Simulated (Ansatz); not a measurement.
**Co: do energies and stresses tell the same story?**

Theory: DFT PBEsol, scalar-relativistic, plane waves, PAW in Ansatz.

Cutoff 420 eV; k points 18×18×6 on the computed 4-atom cell (Γ-centred); Gaussian smearing, width 0.10 eV; collinear spin from starting moments 1.81 1.83 1.81 1.83 μB.

Relaxed cell: P6_3/mmc, a = 2.455 Å, b = 2.455 Å, c = 7.965 Å, α = 90.00°, β = 90.00°, γ = 120.00°, 4 atoms in the primitive cell.

Energies at zero smearing and pressures from the stress tensor, at volumes with shape and atoms relaxed:
```json
{"V (Å³/atom)": "9.148", "E − E(first) (meV/atom)": "0.00", "P (GPa)": "42.76"}
{"V (Å³/atom)": "9.459", "E − E(first) (meV/atom)": "-69.75", "P (GPa)": "29.18"}
{"V (Å³/atom)": "9.771", "E − E(first) (meV/atom)": "-114.99", "P (GPa)": "17.70"}
{"V (Å³/atom)": "10.083", "E − E(first) (meV/atom)": "-139.69", "P (GPa)": "8.07"}
{"V (Å³/atom)": "10.395", "E − E(first) (meV/atom)": "-147.22", "P (GPa)": "0.00"}
{"V (Å³/atom)": "10.707", "E − E(first) (meV/atom)": "-140.37", "P (GPa)": "-6.80"}
{"V (Å³/atom)": "11.019", "E − E(first) (meV/atom)": "-121.29", "P (GPa)": "-12.52"}
{"V (Å³/atom)": "11.435", "E − E(first) (meV/atom)": "-80.30", "P (GPa)": "-18.61"}
```

Task: Check P = −dE/dV between neighbouring volumes, and get the bulk modulus from the pressures alone.

Result: With 1 eV/Å³ = 160.2 GPa:
```tsv
middle V (Å³/atom)	−ΔE/ΔV (GPa)	mean P (GPa)
9.304	35.834	35.970
9.615	23.247	23.439
9.927	12.685	12.885
10.239	3.870	4.035
10.551	-3.520	-3.400
10.863	-9.800	-9.658
11.227	-15.795	-15.564
```

The two differ by 0.23 GPa at most. The mean of two end pressures misses the average over a step by about ΔV² P″/12, up to 0.20 GPa here; with that taken off 0.10 GPa remains. The stress is the derivative of the free energy, not of the energy at zero smearing, and with free energies 0.02 GPa remains. Around V = 10.395 Å³/atom, the two neighbours give B = −V ΔP/ΔV = 10.395 × 14.87 / 0.624 = 247.8 GPa, against B0 = 247.1 GPa from the Birch–Murnaghan fit of the energies.

Only this magnetic start was tried.